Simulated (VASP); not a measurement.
# Ba (P6/mmm) in VASP: equation of state

How stiff is Ba in PBE, and what volume does it want? The cell is scaled to several volumes.

Everything below comes from runs of VASP 6.6.1. Logs are shortened: lines on timing, memory, paths and dates and some standing lists are left out, and cuts for length are marked.

### 1 Starting point

Symmetry: P6/mmm, No. 191, hexagonal system. Conventional cell: a = 4.312 Å, b = 4.312 Å, c = 3.913 Å, α = 90.00°, β = 90.00°, γ = 120.00°. Around Ba (site symmetry 6/mmm) lie 8 Ba at 3.91 to 4.31 Å.

This isn't the form of Ba at room conditions, which is bcc.

### 2 Equation of state, PBE, 59.22 Å³/atom (volume scaled by 0.94)

INCAR

```
SYSTEM = Ba
PREC = Accurate
ENCUT = 520
EDIFF = 1E-7
ISMEAR = -1
SIGMA = 0.05
LREAL = .FALSE.
LASPH = .TRUE.
NELM = 80
ALGO = Normal
ISIF = 2
LWAVE = .FALSE.
LCHARG = .FALSE.
GGA = PE
NBANDS = 11
```

KPOINTS

```
regular mesh
0
G
  7 7 7
  0 0 0
```

POSCAR

```
Ba
1.0
    4.2235968846      0.0000000000      0.0000000000
   -2.1117984424      3.6577421974      0.0000000000
    0.0000000000      0.0000000000      3.8335253063
Ba
1
Direct
    0.0000000000      0.0000000000      0.0000000000
```

Potentials or basis: VASP PAW PBE potentials, release 64 (Ba_sv).

The run is started by

```sh
$ cat potpaw_PBE.64/Ba_sv/POTCAR > POTCAR
$ mpirun -np 1 vasp_std > vasp.out
```

OUTCAR:

```text
SYSTEM = Ba
   PREC = Accurate
   ENCUT = 520
   EDIFF = 1E-7
   ISMEAR = -1
   LREAL = .FALSE.
   LASPH = .TRUE.
   NELM = 80
   ISIF = 2
   GGA = PE

 Found     32 irreducible k-points:

 Following reciprocal coordinates:
            Coordinates               Weight
  0.000000  0.000000  0.000000      1.000000
  0.142857  0.000000  0.000000      6.000000
  0.285714  0.000000  0.000000      6.000000
  0.428571  0.000000  0.000000      6.000000
  0.142857  0.142857  0.000000      6.000000
  0.285714  0.142857  0.000000     12.000000
   k-points           NKPTS =     32   k-points in BZ     NKDIM =     32   number of bands    NBANDS=     11
   number of dos      NEDOS =    301   number of ions     NIONS =      1
   total plane-waves  NPLWV =  30720
   dimension x,y,z NGX =    32 NGY =   32 NGZ =   30
   dimension x,y,z NGXF=    64 NGYF=   64 NGZF=   60
   ions per type =               1
   NGX,Y,Z   is equivalent  to a cutoff of  12.60, 12.60, 13.01 a.u.
   NGXF,Y,Z  is equivalent  to a cutoff of  25.19, 25.19, 26.02 a.u.
 SYSTEM =  Ba
   PREC   = accura    normal or accurate (medium, high low for compatibility)
   ISTART =      0    job   : 0-new  1-cont  2-samecut
   ICHARG =      2    charge: 1-file 2-atom 10-const
   ISPIN  =      1    spin polarized calculation?
   LNONCOLLINEAR =      F non collinear calculations
   LSORBIT =      F    spin-orbit coupling
   LASPH  =      T    aspherical Exc in radial PAW
   ENCUT  =  520.0 eV  38.22 Ry    6.18 a.u.   7.85  7.85  7.13*2*pi/ulx,y,z
   NELM   =     80;   NELMIN=  2; NELMDL= -5     # of ELM steps
   EDIFF  = 0.1E-06   stopping-criterion for ELM
   LREAL  =      F    real-space projection
   EDIFFG = 0.1E-05   stopping-criterion for IOM
   NSW    =      0    number of steps for IOM
   IBRION =     -1    ionic relax: 0-MD 1-quasi-New 2-CG
   NFREE  =      0    steps in history (QN), initial steepest desc. (CG)
   ISIF   =      2    stress and relaxation
   ISYM   =      2    0-nonsym 1-usesym 2-fastsym
   POTIM  = 0.5000    time-step for ionic-motion
   TEBEG  =    0.0;   TEEND  =   0.0 temperature during run
   PSTRESS=    0.0 pullay stress
   NELECT =      10.0000    total number of electrons
   NUPDOWN=      -1.0000    fix difference up-down
   EMIN   =  10.00;   EMAX   =-10.00  energy-range for DOS
   EFERMI =   0.00;   METHOD = LEGACY
   ISMEAR =    -1;   SIGMA  =   0.05  broadening in eV -4-tet -1-fermi 0-gaus
   EFERMI_NEDOS =   21; number of points for ismear=-14 and -15
   IALGO  =     38    algorithm
   IMIX   =      4    mixing-type and parameters
     AMIX     =   0.40;   BMIX     =  1.00
     AMIX_MAG =   1.60;   BMIX_MAG =  1.00
  volume/ion in A,a.u.               =      59.22       399.66
  Fermi-wavevector in a.u.,A,eV,Ry     =   0.904851  1.709920 11.139832  0.818755
  Thomas-Fermi vector in A             =   2.028347
   LORBIT       =      0    0 simple, 1 ext, 2 COOP (PROOUT), +10 PAW based schemes
   GGA     = PE    functional components
   LHFCALC =     F    Hartree Fock is set to
   AEXX    =    0.0000 exact exchange contribution
   IVDW    =     0    specifies the selected vdW correction
   LEPSILON=     F    determine dielectric tensor
   LRPA    =     F    only Hartree local field effects (RPA)
 non-spin polarized calculation
  energy-cutoff  :      520.00
  volume of cell :       59.22
 maximum number of plane-waves:      1605
 NGX is ok and might be reduce to    32
   NGX = 15   NGY = 15   NGZ = 15

 number of electron      10.0000000 magnetization

 number of electron       9.9999999 magnetization

 Free energy of the ion-electron system (eV)
  ---------------------------------------------------
  ext. energy  EPLUGINS =         0.00000000
  ---------------------------------------------------
  free energy    TOTEN  =        -1.72902100 eV

  energy without entropy =       -1.72070989  energy(sigma->0) =       -1.72486544

 E-fermi :   1.8900     XC(G=0):  -7.5990

 val. band max:        1.8852491767   @ k =   0.2857   0.2857   0.0000
 cond. band min:       1.8941967980   @ k =   0.4286   0.1429   0.2857
 fundamental gap:      0.0089476213
 Fermi energy:         1.8899989196

 k-point     1 :       0.0000    0.0000    0.0000
  band No.  band energies     occupation
      1     -27.1632      2.00000
      2     -12.0499      2.00000
      3     -12.0499      2.00000
      4     -11.9304      2.00000
      5      -0.8501      2.00000
      6       1.9572      0.41366
      7       3.6112      0.00000
      8       3.6112      0.00000
      9       7.0165      0.00000
     10       7.0165      0.00000
     11       8.0618      0.00000

 k-point     2 :       0.1429    0.0000    0.0000
  band No.  band energies     occupation
      1     -27.1531      2.00000
      2     -12.1687      2.00000
      3     -12.0762      2.00000
      4     -11.9185      2.00000
      5      -0.4884      2.00000
      6       2.1088      0.02483
      7       3.1174      0.00000
      8       3.9819      0.00000
      9       6.3805      0.00000
     10       6.9219      0.00000
     11       9.1198      0.00000

 k-point     3 :       0.2857    0.0000    0.0000
  band No.  band energies     occupation
      1     -27.1302      2.00000
      2     -12.4213      2.00000
      3     -12.1343      2.00000
      4     -11.8916      2.00000
      5       0.3364      2.00000
      6       2.1847      0.00550
      7       2.7880      0.00000
      8       5.0313      0.00000
      9       5.5043      0.00000
     10       6.7246      0.00000
     11       8.7198      0.00000

 k-point     4 :       0.4286    0.0000    0.0000
  band No.  band energies     occupation
      1     -27.1116      2.00000
      2     -12.6118      2.00000
      3     -12.1799      2.00000
      4     -11.8698      2.00000
      5       0.8578      2.00000
      6       2.2216      0.00263
      7       3.0116      0.00000
      8       5.0033      0.00000
      9       6.4876      0.00000
     10       6.5792      0.00000
     11       8.2011      0.00000

 k-point     5 :       0.1429    0.1429    0.0000
  band No.  band energies     occupation
      1     -27.1365      2.00000
      2     -12.3365      2.00000
      3     -12.1361      2.00000
      4     -11.8991      2.00000
      5       0.1366      2.00000
      6       2.3605      0.00016
      7       2.5619      0.00000
      8       4.7310      0.00000
      9       5.7625      0.00000
     10       6.6861      0.00000
     11       9.1399      0.00000

 k-point     6 :       0.2857    0.1429    0.0000
  band No.  band energies     occupation
      1     -27.1158      2.00000
      2     -12.5238      2.00000
      3     -12.2220      2.00000
      4     -11.8747      2.00000
      5       0.9841      2.00000
      6       2.1546      0.01001
      7       2.7475      0.00000
      8       5.2370      0.00000
      9       5.9281      0.00000
     10       6.3621      0.00000
     11       8.1431      0.00000

 [... further k-points ...]

------------------------ aborting loop because EDIFF is reached ----------------------------------------

  FORCE on cell =-STRESS in cart. coord.  units (eV):
  Direction    XX          YY          ZZ          XY          YZ          ZX
  --------------------------------------------------------------------------------------
  -------------------------------------------------------------------------------------
  Total        0.0347954      0.0347954      0.3658067     -0.0000000      0.0000000     -0.0000000
  in kB        0.9413229      0.9413229      9.8961981     -0.0000000      0.0000000     -0.0000000
  external PRESSURE =       3.9262813 kB  Pullay stress =       0.0000000 kB

 VOLUME and BASIS-vectors are now :
 -----------------------------------------------------------------------------
  energy-cutoff  :      520.00
  volume of cell :       59.22
      direct lattice vectors                 reciprocal lattice vectors
     4.223596885  0.000000000  0.000000000     0.236765020  0.136696348  0.000000000
    -2.111798442  3.657742197  0.000000000     0.000000000  0.273392696  0.000000000
     0.000000000  0.000000000  3.833525306     0.000000000  0.000000000  0.260856502

 POSITION                                       TOTAL-FORCE (eV/Angst)
 -----------------------------------------------------------------------------------
      0.00000      0.00000      0.00000         0.000000      0.000000      0.000000
 -----------------------------------------------------------------------------------
    total drift:                                0.000000     -0.000000     -0.000000

  FREE ENERGIE OF THE ION-ELECTRON SYSTEM (eV)
  ---------------------------------------------------
  free  energy   TOTEN  =        -1.7290209955 eV

  energy  without entropy=       -1.7207098936  energy(sigma->0) =       -1.72486544
```

Run time: 6.9 s. Hardware: 1 thread of Intel Xeon 6975P-C (Granite Rapids), shared host; peak memory 0.18 GiB.

What came out:

```
Free energy            : -1.7290 eV
Pressure               : 0.4 GPa
Band gap on the k mesh : none (metal or under the smearing width)
```

### 3 Equation of state, PBE, 60.48 Å³/atom (volume scaled by 0.96)

INCAR

```
PREC = Accurate ; ENCUT = 520
EDIFF = 1E-7 ; ISMEAR = -1
SIGMA = 0.05 ; LREAL = F
LASPH = T ; NELM = 80
ALGO = Normal ; ISIF = 2
LWAVE = F ; LCHARG = F
GGA = PE ; NBANDS = 11
```

KPOINTS

```
regular mesh
0
Gamma
  7 7 7
```

POSCAR

```
Ba
1.0
    4.2533415046      0.0000000000      0.0000000000
   -2.1266707524      3.6835017940      0.0000000000
    0.0000000000      0.0000000000      3.8605228529
Ba
1
Direct
    0.0000000000      0.0000000000      0.0000000000
```

Potentials or basis: VASP PAW PBE potentials, release 64 (Ba_sv).

The run is started by

```sh
$ cat potpaw_PBE.64/Ba_sv/POTCAR > POTCAR
$ mpirun -np 1 vasp_std > vasp.out
```

Wall time 6.4 s (1 thread of Intel Xeon 6975P-C (Granite Rapids), shared host); peak memory 0.17 GiB.

Results (log left out):

```yaml
Free_energy: -1.7314 eV
Pressure: 0.2 GPa
Band_gap_on_the_k_mesh: none (metal or under the smearing width)
```

### 4 Equation of state, PBE, 61.74 Å³/atom (volume scaled by 0.98)

INCAR

```
PREC     = Accurate       # precision mode
ENCUT    = 520            # plane-wave cutoff, eV
EDIFF    = 1E-7           # SCF threshold, eV
ISMEAR   = -1             # smearing method
SIGMA    = 0.05           # smearing width, eV
LREAL    = False          # projectors in reciprocal space
LASPH    = True           # aspherical terms in the spheres
NELM     = 100            # most SCF steps
ALGO     = Normal         # electronic algorithm
ISIF     = 2              # what is computed and relaxed
LWAVE    = False          # write WAVECAR
LCHARG   = False          # write CHGCAR
GGA      = PE             # functional
NBANDS   = 11             # bands
```

KPOINTS

```
Automatic mesh
0
Gamma
  7 7 7
```

POSCAR

```
Ba
1.0
    4.2826758213      0.0000000000      0.0000000000
   -2.1413379107      3.7089060574      0.0000000000
    0.0000000000      0.0000000000      3.8871479898
Ba
1
Direct
    0.0000000000      0.0000000000      0.0000000000
```

The run is started by

```sh
$ cat potpaw_PBE.64/Ba_sv/POTCAR > POTCAR
$ mpirun -np 1 vasp_std > vasp.out
```

Run time: 6.2 s. Hardware: 1 thread of Intel Xeon 6975P-C (Granite Rapids), shared host; peak memory 0.18 GiB.

The run converged. Its results:

```
Free energy            : -1.7324 eV
Pressure               : 0.0 GPa
Band gap on the k mesh : none (metal or under the smearing width)
```

### 5 Equation of state, PBE, 64.26 Å³/atom (volume scaled by 1.02)

INCAR

```
SYSTEM = Ba
PREC = Accurate
ENCUT = 520
EDIFF = 1E-7
ISMEAR = -1
SIGMA = 0.05
LREAL = .FALSE.
LASPH = .TRUE.
NELM = 60
ALGO = Normal
ISIF = 2
LWAVE = .FALSE.
LCHARG = .FALSE.
GGA = PE
NBANDS = 11
```

KPOINTS

```
Automatic mesh
0
G
  7 7 7
  0 0 0
```

POSCAR

```
Ba
1.0
    4.3401682632      0.0000000000      0.0000000000
   -2.1700841316      3.7586959726      0.0000000000
    0.0000000000      0.0000000000      3.9393306997
Ba
1
Direct
    0.0000000000      0.0000000000      0.0000000000
```

The run is started by

```sh
$ cat potpaw_PBE.64/Ba_sv/POTCAR > POTCAR
$ mpirun -np 1 vasp_std > vasp.out
```

It took 7.2 s on 1 thread of Intel Xeon 6975P-C (Granite Rapids), shared host; peak memory 0.18 GiB.

It converged, with:

| Quantity | Value |
| --- | --- |
| Free energy | -1.7309 eV |
| Pressure | -0.2 GPa |
| Band gap on the k mesh | none (metal or under the smearing width) |

### 6 Equation of state, PBE, 65.52 Å³/atom (volume scaled by 1.04)

INCAR

```
SYSTEM = Ba
ALGO = Normal
EDIFF = 1E-7
ENCUT = 520
GGA = PE
ISIF = 2
ISMEAR = -1
LASPH = .True.
LCHARG = .False.
LREAL = .False.
LWAVE = .False.
NBANDS = 11
NELM = 80
PREC = Accurate
SIGMA = 0.05
```

KPOINTS

```
k-points
0
Gamma
  7 7 7
  0 0 0
```

POSCAR

```
Ba
1.0
    4.3683519637      0.0000000000      0.0000000000
   -2.1841759819      3.7831037732      0.0000000000
    0.0000000000      0.0000000000      3.9649114859
Ba
1
Direct
    0.0000000000      0.0000000000      0.0000000000
```

Potentials or basis: VASP PAW PBE potentials, release 64 (Ba_sv).

The run is started by

```sh
$ cat potpaw_PBE.64/Ba_sv/POTCAR > POTCAR
$ mpirun -np 1 vasp_std > vasp.out
```

Run time: 7.3 s. Hardware: 1 thread of Intel Xeon 6975P-C (Granite Rapids), shared host; peak memory 0.18 GiB.

The run converged. Its results:

```
Free energy            : -1.7285 eV
Pressure               : -0.4 GPa
Band gap on the k mesh : none (metal or under the smearing width)
```

### 7 Equation of state, PBE, 66.78 Å³/atom (volume scaled by 1.06)

INCAR

```
SYSTEM = Ba
  ALGO = Normal
  EDIFF = 1E-7
  ENCUT = 520
  GGA = PE
  ISIF = 2
  ISMEAR = -1
  LASPH = .True.
  LCHARG = .False.
  LREAL = .False.
  LWAVE = .False.
  NBANDS = 11
  NELM = 100
  PREC = Accurate
  SIGMA = 0.05
```

KPOINTS is that of step 6.

POSCAR

```
Ba
1.0
    4.3961766117      0.0000000000      0.0000000000
   -2.1980883059      3.8072006253      0.0000000000
    0.0000000000      0.0000000000      3.9901663801
Ba
1
Direct
    0.0000000000      0.0000000000      0.0000000000
```

The run is started by

```sh
$ cat potpaw_PBE.64/Ba_sv/POTCAR > POTCAR
$ mpirun -np 1 vasp_std > vasp.out
```

Run time: 8.4 s. Hardware: 1 thread of Intel Xeon 6975P-C (Granite Rapids), shared host; peak memory 0.19 GiB.

It converged, with:

```
Free energy            : -1.7251 eV
Pressure               : -0.5 GPa
Band gap on the k mesh : none (metal or under the smearing width)
```

### 8 Equation of state, PBE

Potentials or basis: VASP PAW PBE potentials, release 64 (Ba_sv).

This step only gathers the single runs of the series.

What came out:

| Property | Result |
| --- | --- |
| Equilibrium volume | 62.15 Å³/atom |
| Bulk modulus at fixed shape and positions | 7.6 GPa |
| Pressure derivative of the bulk modulus | 3.3 |

Energy against volume, from the lowest point:
```
volume (Å³/atom)  energy (meV/atom)
          59.223               3.42
          60.484               1.03
          61.744               0.00
          63.004               0.21
          64.264               1.56
          65.524               3.96
          66.784               7.31
```

Caveat: the cell was scaled at fixed shape and fractional positions, which overstates the stiffness of a crystal with free parameters, most of all of layers and chains. The run has no spin-orbit coupling, so splittings on Ba are missing.
